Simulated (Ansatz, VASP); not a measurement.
GaSb (d3) in VASP and in Ansatz

```xyz
2
Lattice="0.0000 3.0654 3.0654 3.0654 0.0000 3.0654 3.0654 3.0654 0.0000" Properties=species:S:1:pos:R:3 pbc="T T T"
Ga    0.0000    0.0000    0.0000
Sb    1.5327    1.5327    1.5327
```

Alike in both runs: functional PBE; dispersion D3(BJ); k mesh 12 × 12 × 12; occupations fermi-dirac, width 0.15 eV; no spin polarisation.

Ansatz relaxed the structure, and its values are those at the end. VASP's run is a single point on that final structure, the one shown.

```csv
,VASP,Ansatz
version,VASP 6.6.1,Ansatz 0.2.0
potentials or method,"VASP PAW PBE potentials, release 64 (Ga_d, Sb)","scalar-relativistic, plane waves, PAW"
plane-wave cutoff (eV),520,420
valence electrons in the cell,18,28
```

|  | VASP | Ansatz | Ansatz less VASP |
| --- | --- | --- | --- |
| gap on the k mesh at the Fermi level (eV) | none | none | - |
| pressure (GPa) | 0.1 | 0.0 | -0.07 |

A gap of «none» marks a metal or a gap that the smearing closes. The two sets of potentials don't hold the same shells in valence.

Caveats: pairwise dispersion overbinds metals, which lowers pressure and volume. Spin-orbit coupling is left out, which matters for the levels of Sb.
